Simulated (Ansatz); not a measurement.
Sc:

```xyz
1
Lattice="0.0000 2.2600 2.2600 2.2600 0.0000 2.2600 2.2600 2.2600 0.0000" Properties=species:S:1:pos:R:3 pbc="T T T"
Sc    0.0000    0.0000    0.0000
```

This isn't the form of Sc at room conditions, which is hcp.

* Program: Ansatz 0.2.0
* Task: relaxation of cell and atoms
* Functional: RPBE
* Potentials or basis: Ansatz PAW
* Cutoff: 420 eV (not typed: the program's choice for these potentials)
* k mesh: 10 × 10 × 10
* Occupations: fermi-dirac, width 0.05 eV
* Spin: no spin polarisation

At the start: volume 23.09 Å³/atom.

Problem. How do energy, volume and symmetry change on relaxing?

Solution. It ends after 5 steps and the volume is 25.72 Å³/atom (+11.4 %); space group Fm-3m (No. 225, to 0.05 Å).

Step by step:
```
step  energy change (eV)  largest force (eV/Å)  volume (Å³)
   1              0.0000                0.0000        23.09
   2             -0.0449                0.0000        26.15
   3             -0.0460                0.0000        25.77
   4             -0.0460                0.0000        25.72
   5             -0.0465                0.0000        25.72
```

Final structure:
```
CELL_PARAMETERS angstrom
0.00000 2.34299 2.34299
2.34299 0.00000 2.34299
2.34299 2.34299 0.00000
ATOMIC_POSITIONS crystal
Sc 0.00000 0.00000 0.00000
```

Caveat: the plane-wave basis is chosen anew once the cell has moved, so the energies of steps on either side of that aren't comparable; the PAW data sets come from PBE, with cores solved anew for the run's functional, which leaves a small shift of forces and pressure.
